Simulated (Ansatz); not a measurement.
# InP (F-43m) under pressure

```yaml
crystal:
  lattice:
    - [2.91366, 2.91366, 0.00000]
    - [-2.91366, 2.91366, 0.00000]
    - [0.00000, 2.91366, 2.91366]
  atoms:
    - { symbol: In, position: [0.00000, 0.00000, 0.00000] }
    - { symbol: P, position: [0.75000, 0.25000, 0.50000] }
```

This is the zero-pressure cell under LDA. Cell and atoms are relaxed by PAW (default files of Ansatz 0.2.0, cutoff 420 eV, stress met within about 0.05 GPa) at each pressure, in this structure whether or not another phase would take over; P is the pressure reached, less that of this cell (which was relaxed on a denser, smeared mesh). Levels come from LDA, all-electron LAPW in Ansatz 0.2.0, scalar-relativistic; k mesh 8×8×8, fixed occupations, basis error target 0.5 meV/atom. Conduction levels are in eV over the valence top (at Γ), at fixed fractional wave vectors. Zone-centre phonons come from finite displacements by PAW, without the LO-TO term.

| P (GPa) | V/V₀ | Γ | L | X | T2 TO (cm⁻¹) |
| --- | --- | --- | --- | --- | --- |
| -1.99 | 1.0302 | 0.412 | 1.276 | 1.620 | 292.0 |
| 0.00 | 1.0000 | 0.574 | 1.348 | 1.571 | 303.7 |
| 1.98 | ? | ? | ? | ? | ? |
| 4.00 | 0.9510 | 0.844 | 1.467 | 1.483 | 324.2 |
| 6.99 | 0.9217 | 1.010 | 1.541 | 1.423 | 337.5 |
| 10.01 | 0.8962 | 1.156 | 1.604 | 1.368 | 349.7 |
| 15.01 | 0.8608 | 1.362 | 1.693 | 1.283 | 368.0 |

Problem. Fit the third-order Birch-Murnaghan equation to the rows shown.

Solution. With f = [(V₀/V)^(2/3) − 1]/2, the normalised pressure F = P/[3f(1 + 2f)^(5/2)] is 71.1 GPa at f = -0.0098, 72.0 GPa at f = 0.0170, 72.8 GPa at f = 0.0279, 73.4 GPa at f = 0.0379, 74.1 GPa at f = 0.0526. The line F = B₀[1 + (3/2)(B′ − 4)f] gives B₀ = 71.4 GPa and B′ = 4.5.

Problem. What are the volume deformation potentials and pressure coefficients of these levels at zero pressure?

Solution. 

```
level  dE/dlnV (eV)  dE/dP = −(dE/dlnV)/B₀ (meV/GPa)  mean slope up to 4.0 GPa (meV/GPa)
    Γ         -5.42                             75.8                                67.6
    L         -2.40                             33.6                                29.9
    X          1.68                            -23.5                               -22.1
```

dE/dlnV is the slope of a cubic fit in ln V at V₀. The last column is read from two rows and shows how the slope bends with pressure.

Problem. What mode Grüneisen parameters follow?

Solution. γ = −d ln ω/d ln V at V₀ from a quadratic fit in ln V: T2 1.31.

Problem. What belongs in the row at 1.98 GPa?

Solution. The fits give V/V₀ = 0.9742 and Γ = 0.715 eV. Computed: V/V₀ = 0.9739, Γ = 0.716, L = 1.411, X = 1.526, T2 TO (cm⁻¹) = 314.4.

Problem. Where does the lowest conduction level change its place?

Solution. From Γ to X near 13.6 GPa, by linear interpolation between the computed rows. Errors in the spacing of the valleys shift these pressures.

Caveats: no other phase was computed; many crystals of this kind change structure within this range, and rows or crossings beyond such a change describe a metastable lattice; no spin-orbit coupling on heavy atoms; the frozen-core PAW files of the relaxations were fitted under PBE, their cores solved anew for this functional; semilocal gaps are low, and the spacing of valleys can be off by tenths of an eV; levels are read at fixed fractional k, so an edge that moves off these points is missed.
